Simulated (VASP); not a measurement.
Write the native input for VASP 6.6.1 that does the following.

| Item | Value |
| --- | --- |
| Task | single point |
| Functional | r2SCAN |
| Potentials or basis | VASP PAW PBE potentials, release 64 (K_sv, F) |
| Cutoff | 520 eV |
| k mesh | 6 × 6 × 6 |
| Occupations | gaussian, width 0.01 eV |
| Spin | no spin polarisation |
| Dipole correction | no |
| Further INCAR settings | ALGO = Normal; EDIFF = 1e-06; NBANDS = 15 |

KF:

```
K F
1.0
     0.00000    2.65896    2.65896
     2.65896    0.00000    2.65896
     2.65896    2.65896    0.00000
K F
1 1
Direct
  0.00000 0.00000 0.00000
  0.50000 0.50000 0.50000
```

The cell was built by a generator and needn't be a form met in nature.

One way to write it, as run:

POSCAR

```
KF
1.0
    0.0000000000      2.6589605792      2.6589605792
    2.6589605792      0.0000000000      2.6589605792
    2.6589605792      2.6589605792      0.0000000000
K F
1 1
Direct
    0.0000000000      0.0000000000      0.0000000000
    0.5000000000      0.5000000000      0.5000000000
```

INCAR.step1

```
SYSTEM = KF
  PREC = Accurate
  ENCUT = 520
  ISMEAR = 0
  SIGMA = 0.01
  LREAL = .FALSE.
  LASPH = .TRUE.
  NELM = 80
  NBANDS = 15
  GGA = PE
  ALGO = Normal
  EDIFF = 1E-4
  LWAVE = .TRUE.
  LCHARG = .FALSE.
```

INCAR.step2

```
SYSTEM = KF
  PREC = Accurate
  ENCUT = 520
  EDIFF = 1E-6
  ISMEAR = 0
  SIGMA = 0.01
  LREAL = .FALSE.
  LASPH = .TRUE.
  NELM = 80
  ALGO = Normal
  ISIF = 2
  LWAVE = .FALSE.
  LCHARG = .FALSE.
  METAGGA = R2SCAN
  LMIXTAU = .TRUE.
  NBANDS = 15
  ISTART = 1
```

KPOINTS

```
regular mesh
0
G
  6 6 6
  0 0 0
```

Potentials or basis: VASP PAW PBE potentials, release 64 (K_sv, F).

Command:

```bash
$ cat potpaw_PBE.64/K_sv/POTCAR potpaw_PBE.64/F/POTCAR > POTCAR
$ cp INCAR.step1 INCAR
$ mpirun -np 1 vasp_std > vasp.out
$ cp INCAR.step2 INCAR
$ mpirun -np 1 vasp_std > vasp.out
```

Results of the run:

| Item | Value |
| --- | --- |
| Pressure | 0.0 GPa |
| Band gap on the k mesh | 6.91 eV, direct |

Caveat: the PAW data sets were made with another functional, which shifts forces and pressure a little.

Run time: 62 s on 1 thread of AMD EPYC 7R43 64-Core Processor (Zen 3) (shared host), peak memory 0.13 GiB.
